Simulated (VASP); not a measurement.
Here is a VASP 6.6.1 calculation.

File INCAR:

```
ALGO = Normal ; EDIFF = 1E-7
ENCUT = 520 ; GGA = PE
ISIF = 2 ; ISMEAR = 0
LASPH = T ; LCHARG = F
LREAL = F ; LWAVE = F
NBANDS = 15 ; NELM = 60
PREC = Accurate ; SIGMA = 0.02
```

File KPOINTS:

```
k-points
0
Gamma
  6 6 6
```

The input POSCAR:

```
KCl
1.0
    0.0000000000      3.2236089790      3.2236089790
    3.2709504790      0.0000000000      3.2236089790
    3.2709504790      3.2236089790      0.0000000000
K Cl
1 1
Direct
   -0.0396058427      0.0396058427      0.0396058427
    0.5396058427      0.4603941573      0.4603941573
```

Potentials or basis: VASP PAW PBE potentials, release 64 (K_sv, Cl).

The run is started by

```sh
$ cat potpaw_PBE.64/K_sv/POTCAR potpaw_PBE.64/Cl/POTCAR > POTCAR
$ mpirun -np 1 vasp_std > vasp.out
```

Q: What does it give for the largest force?

A: 0.841 eV/Å.

Q: What does it give for the pressure?

A: 0.9 GPa.

Forces in eV/Å, atoms in the order of the input:
```
K   -0.841  0.000  0.000
Cl   0.841  0.000  0.000
```
